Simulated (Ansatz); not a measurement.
Al2O3 under strain — ²⁷Al NMR of the central transition

Cell: a refined structure from the COD, relaxed with PBE at fixed cell and then changed (z stretched by 2 %, ions relaxed).

```yaml
crystal:
  lattice:
    - [2.38025, 1.37424, 4.41850]
    - [-2.38025, 1.37424, 4.41850]
    - [0.00000, -2.74848, 4.41850]
  atoms:
    - { symbol: Al, position: [0.35156, 0.35156, 0.35156] }
    - { symbol: Al, position: [0.14844, 0.14844, 0.14844] }
    - { symbol: Al, position: [0.64844, 0.64844, 0.64844] }
    - { symbol: Al, position: [0.85156, 0.85156, 0.85156] }
    - { symbol: O, position: [0.55699, 0.94301, 0.25000] }
    - { symbol: O, position: [0.25000, 0.55699, 0.94301] }
    - { symbol: O, position: [0.94301, 0.25000, 0.55699] }
    - { symbol: O, position: [0.44301, 0.05699, 0.75000] }
    - { symbol: O, position: [0.75000, 0.44301, 0.05699] }
    - { symbol: O, position: [0.05699, 0.75000, 0.44301] }
```

Atoms are numbered from 1 in the order listed; like atoms form one site, named after its first atom.

Level of theory: DFT, PBE, plane waves and PAW, scalar-relativistic, 420 eV cutoff, Γ-centred 8×8×8 k-points, Fermi–Dirac smearing 0.02 eV (Ansatz 0.2.0).

²⁷Al has I = 5/2 and Q = 146.6 mb (Pyykkö 2018); at 7.05 T its Larmor frequency is ν₀ = 78.3 MHz. Only the quadrupole interaction is simulated: positions count from each site's isotropic chemical shift, and J coupling is left out, as are shift anisotropy and dipolar coupling, which fast spinning averages.

Problem. What does the ²⁷Al spectrum (fast magic-angle spinning) show for each site?

Solution. 

| site | first shell | C_Q (MHz) | η | P_Q (MHz) | δ_QIS (ppm) | breadth (kHz) |
| --- | --- | --- | --- | --- | --- | --- |
| Al | 6 O at 1.86–1.99 Å | 1.45 | 0.00 | 1.45 | -2.06 | 0.346 |

δ_QIS = −(ν_Q²/30ν₀²)[I(I+1) − 3/4](1 + η²/3) × 10⁶ ppm with ν_Q = 3|C_Q|/[2I(2I−1)]; it falls as 1/B₀² in ppm, and the breadth as 1/B₀ in kHz.

An axis of threefold or higher order runs through Al, so V_zz lies along it and η is zero.

The relaxation (3 steps) took 6.3 s of wall time (20 s of CPU time) and 0.55 GiB at its peak, on 4 threads of Intel Xeon Platinum 8488C (Sapphire Rapids) (x86_64; 16 cores open to the job, memory cap 8.0 GiB, no GPU), a shared host with a load of 0.4 a core.
